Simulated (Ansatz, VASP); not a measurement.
**Gd in VASP and in Ansatz**

```
Gd
1.0
    -2.09037    2.09037    2.09037
     2.09037   -2.09037    2.09037
     2.09037    2.09037   -2.09037
Gd
1
Direct
  0.00000 0.00000 0.00000
```

Change from the starting cell: volume scaled by 1.1, PAW files.

Alike in both runs: task single point; functional PBE; k mesh 11 × 11 × 11; occupations fermi-dirac, width 0.03 eV; collinear spin.

```csv
,VASP,Ansatz
version,VASP 6.6.1,Ansatz 0.2.0
potentials or method,"VASP PAW PBE potentials, release 64 (Gd)","PAW with Ansatz's default frozen-core files, scalar-relativistic"
plane-wave cutoff (eV),520,420
valence electrons in the cell,18,18
```

|  | VASP | Ansatz | Ansatz less VASP |
| --- | --- | --- | --- |
| pressure (GPa) | -2.7 | -2.7 | +0.04 |
| net moment per atom (μB) | 7.66 | 7.66 | -0.007 |
| size of the moment on the site where the two differ most (μB) | 6.99 | 7.35 | +0.357 |

Site moments also hang on the region over which each program counts them.

 The state reached can hang on the start; a lower one may exist.
